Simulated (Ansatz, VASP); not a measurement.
# One calculation of CdH2, two programs

```
CELL_PARAMETERS angstrom
0.00000 2.54967 2.54967
2.54967 0.00000 2.54967
2.54967 2.54967 0.00000
ATOMIC_POSITIONS crystal
Cd 0.00000 0.00000 0.00000
H 0.25000 0.25000 0.25000
H 0.75000 0.75000 0.75000
```

Alike in both runs: functional PBE; k mesh 8 × 8 × 8; occupations gaussian, width 0.1 eV; no spin polarisation.

Ansatz relaxed the structure, and its values are those at the end. VASP's run is a single point on that final structure, the one shown.

|  | VASP | Ansatz |
| --- | --- | --- |
| version | VASP 6.6.1 | Ansatz 0.2.0 |
| potentials or method | VASP PAW PBE potentials, release 64 (Cd, H) | scalar-relativistic, plane waves, PAW |
| plane-wave cutoff (eV) | 520 | 420 |
| valence electrons in the cell | 14 | 22 |

```csv
,VASP,Ansatz,Ansatz less VASP
gap on the k mesh at the Fermi level (eV),none,none,-
pressure (GPa),0.3,0.0,-0.29
```

A gap of «none» marks a metal or a gap that the smearing closes. With one functional, cell and mesh, what is left measures potentials, basis and numerics. The two sets of potentials don't hold the same shells in valence.
